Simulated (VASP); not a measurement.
## Si2N: single point with PBE

Si2N:

```
CELL_PARAMETERS angstrom
-2.04556 2.04556 2.39837
2.04556 -2.04556 2.39837
2.04556 2.04556 -2.39837
ATOMIC_POSITIONS crystal
Si 0.75000 0.25000 0.50000
Si 0.25000 0.75000 0.50000
N 0.00000 0.00000 0.00000
```

The cell was built by a generator and needn't be a form met in nature.

| Quantity | Value |
| --- | --- |
| Program | VASP 6.6.1 |
| Task | single point |
| Functional | PBE |
| Potentials or basis | VASP PAW PBE potentials, release 64 (Si, N) |
| Cutoff | 520 eV |
| k mesh | 9 × 9 × 9 |
| Occupations | fermi-dirac, width 0.05 eV |
| Spin | no spin polarisation |
| Further INCAR settings | ALGO = Normal; EDIFF = 1e-07; NBANDS = 14 |

* Pressure: 0.2 GPa
* Band gap on the k mesh: none (metal or under the smearing width)

Stress tensor (GPa, compression positive):
```
-0.09  0.00  0.00
 0.00 -0.09  0.00
 0.00  0.00  0.88
```

Levels at points of the mesh, in eV from the Fermi level:
```
           k point  band 3  band 4  band 5  band 6  band 7  band 8  band 9  band 10
(0.00, 0.00, 0.00)   -4.13   -4.13   -3.36   -2.28    0.40    0.40    0.48     3.68
```

Wall time 16 s on 1 thread of Intel(R) Xeon(R) 6975P-C (Granite Rapids) (shared host), peak memory 0.17 GiB.
